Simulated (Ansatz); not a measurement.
**Calculated 25Mg NMR of the central transition for MgF2**

Cell: a COD entry, whose atoms a relaxation with PBE at fixed cell left in place.

```cif
data_MgF2
_symmetry_space_group_name_H-M 'P4_2/mnm'
_symmetry_Int_Tables_number 136
_cell_length_a 4.6250
_cell_length_b 4.6250
_cell_length_c 3.0520
_cell_angle_alpha 90.000
_cell_angle_beta 90.000
_cell_angle_gamma 90.000
loop_
_atom_site_label
_atom_site_type_symbol
_atom_site_symmetry_multiplicity
_atom_site_Wyckoff_symbol
_atom_site_fract_x
_atom_site_fract_y
_atom_site_fract_z
Mg Mg 2 a 0.0000 0.0000 0.0000
F F 4 f 0.3030 0.3030 0.0000
```

One atom of each set is listed.

Computed with Ansatz: DFT, PBE, plane waves and PAW, scalar-relativistic, 420 eV cutoff, Γ-centred 4×4×6 k-points, Fermi–Dirac smearing 0.02 eV.

25Mg has I = 5/2 and Q = 199.4 mb (Pyykkö 2018); at 7.05 T its Larmor frequency is ν₀ = 18.4 MHz. Only the quadrupole interaction is simulated: positions count from each site's isotropic chemical shift, and shift anisotropy, dipolar and J coupling are left out.

Question: Give C_Q, η, the quadrupolar product P_Q = |C_Q|(1 + η²/3)^½, the second-order isotropic shift and the breadth of the pattern (static powder) for each Mg site.

Answer: 

| site | first shell | C_Q (MHz) | η | P_Q (MHz) | δ_QIS (ppm) | breadth (kHz) |
| --- | --- | --- | --- | --- | --- | --- |
| Mg | 6 F at 1.98–2.00 Å | 3.53 | 0.24 | 3.56 | -225 | 25.7 |

δ_QIS = −(ν_Q²/30ν₀²)[I(I+1) − 3/4](1 + η²/3) × 10⁶ ppm with ν_Q = 3|C_Q|/[2I(2I−1)]; it falls as 1/B₀² in ppm, and the breadth as 1/B₀ in kHz.

At this cell the principal stresses reach 5 GPa in size with PBE, which can matter for small gradients.

The relaxation (2 steps) took 4.8 s of wall time (4.8 s of CPU time) and 0.35 GiB at its peak, on 1 thread of Arm Neoverse V2 (aarch64; 8 cores open to the job, memory cap 3.0 GiB, no GPU), a shared host with a load of 0.5 a core.
